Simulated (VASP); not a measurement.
Crystal: HfO2.

```xyz
6
Lattice="4.8135 0.0000 0.0000 0.0000 4.8135 0.0000 0.0000 0.0000 3.2054" Properties=species:S:1:pos:R:3 pbc="T T T"
Hf    2.4068    2.4068    1.6027
Hf    0.0000    0.0000    0.0000
O     3.8751    0.9384    1.6027
O     3.3452    3.3452    0.0000
O     1.4683    1.4683    0.0000
O     0.9384    3.8751    1.6027
```

Measurements of this composition are mostly on another form, of space group No. 14.

| Property | Result |
| --- | --- |
| Program | VASP 6.6.1 |
| Task | single point |
| Functional | PBE |
| Potentials or basis | VASP PAW PBE potentials, release 64 (Hf_pv, O) |
| Cutoff | 520 eV |
| k mesh | 6 × 6 × 8 |
| Occupations | fermi-dirac, width 0.05 eV |
| Spin | no spin polarisation |

On this cell: pressure 5.6 GPa; largest force 0.029 eV/Å; band gap on the k mesh 3.98 eV, direct.

The same run follows on a disturbed copy (atoms moved at random, drawn with an rms of 0.05 Å):

```
CELL_PARAMETERS angstrom
4.81353 0.00000 0.00000
0.00000 4.81353 0.00000
0.00000 0.00000 3.20542
ATOMIC_POSITIONS crystal
Hf 0.49065 0.49807 0.50886
Hf 0.00394 0.99721 0.98664
O 0.80493 0.19942 0.50994
O 0.68750 0.69082 0.00169
O 0.31284 0.30387 0.00825
O 0.19223 0.80029 0.51215
```

Task: What changes?

Result: The energy moves by +17.6 meV/atom; pressure 6.6 GPa; largest force 1.249 eV/Å; band gap on the k mesh 3.98 eV, direct.

Forces on the atoms (eV/Å):
```
Hf   1.102  0.027 -0.136
Hf  -1.015  0.262  0.678
O    0.429 -0.408 -0.211
O    0.595  0.692  0.243
O   -0.918 -0.804 -0.055
O   -0.192  0.230 -0.519
```

Stress tensor (GPa, compression positive):
```
 5.89 -1.11 -0.16
-1.11  6.12  0.96
-0.16  0.96  7.88
```

Caveats: spin-orbit coupling is left out, which moves the levels of the heavy elements.

A k mesh can miss the band edges.
